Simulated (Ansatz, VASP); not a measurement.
# Two plane-wave programs on BN

```
CELL_PARAMETERS angstrom
2.54233 0.00000 0.00000
-1.27116 2.20172 0.00000
0.00000 0.00000 4.16063
ATOMIC_POSITIONS crystal
B 0.33333 0.66667 0.99966
B 0.66667 0.33333 0.49966
N 0.33333 0.66667 0.37434
N 0.66667 0.33333 0.87434
```

Change from the starting cell: strained cell.

Alike in both runs: functional PBEsol; k mesh 9 × 9 × 6; occupations gaussian, width 0.02 eV; no spin polarisation.

Ansatz relaxed the structure, and its values are those at the end. VASP's run is a single point on that final structure, the one shown.

|  | VASP | Ansatz |
| --- | --- | --- |
| version | VASP 6.6.1 | Ansatz 0.2.0 |
| potentials or method | VASP PAW PBE potentials, release 64 (B, N) | scalar-relativistic, plane waves, PAW |
| plane-wave cutoff (eV) | 520 | 420 |
| valence electrons in the cell | 16 | 16 |

```tsv
	VASP	Ansatz	Ansatz less VASP
gap on the k mesh at the Fermi level (eV)	4.98	5.00	+0.013
least direct gap on the mesh (eV)	8.20	8.20	+0.002
pressure (GPa)	4.4	3.5	-0.86
```

Ansatz warned: «pseudo_functional_mismatch».

Caveats: the PAW data sets were made with another functional, which shifts forces and pressure a little (VASP); an odd mesh through Γ misses points on the zone boundary, where band edges often lie.
